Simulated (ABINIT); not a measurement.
Planning a run of ABINIT 10.8.3 on CdS (Hawleyite). The input:

```
acell 3*1.0 Angstrom
rprim 
  -0.000000000000 2.916500000000 2.916500000000
  2.916500000000 -0.000000000000 2.916500000000
  2.916500000000 2.916500000000 -0.000000000000
ntypat 2
znucl 48 16
natom 2
typat 1 2
xred 
  0.000000000000 0.000000000000 0.000000000000
  0.250000000000 0.250000000000 0.250000000000
pp_dirpath "pseudos"
pseudos "Cd.upf, S.upf"
ecut 47
ngkpt 4 4 4
nshiftk 1
shiftk 0 0 0
kptopt 1
chksymbreak 0
istwfk *1
occopt 1
irdwfk 1
optdriver 3
nband 285
ecuteps 9
inclvkb 2
awtr 1
symchi 1
gwcalctyp 2
nfreqre 16
freqremax 40 eV
nfreqim 8
spmeth 0
indata_prefix "in"
outdata_prefix "out"
tmpdata_prefix "tmp"
```

```sh
OMP_NUM_THREADS=1 mpirun -n 8 abinit run.abi > log
```

Question: How long will it take on 8 MPI ranks of Arm Neoverse V2, shared host, and how much memory?

It took 14 min; on shared hardware allow 6.8 min to 27 min. Peak host memory was 3.8 GiB.

[Paths, hosts, dates, memory and timing lines, banners, echoed tables and standing remarks are left out of the program output.]

[Logs are printed without paths, hosts, clocks, repeated set-up lines and the standing remarks that a program may print on its own settings, such as how far it seeks lower states.]

[Runs of the session that timed out or met a known fault of the program may be left out.]

[Hosts, paths, dates, database ids (printed as entryN), source tags and the programs' standing remarks are cut or masked in the printed files.]

[G0W0 gaps are taken among the corrected bands and points alone; a level outside them can change the order at an edge.]

[Where Ansatz stands beside ABINIT at settings called matched, ABINIT's density can come from a denser mesh and the files from another edition; pairs whose starting gaps differed by over 0.03 eV were left out, so agreement reads better than it is.]
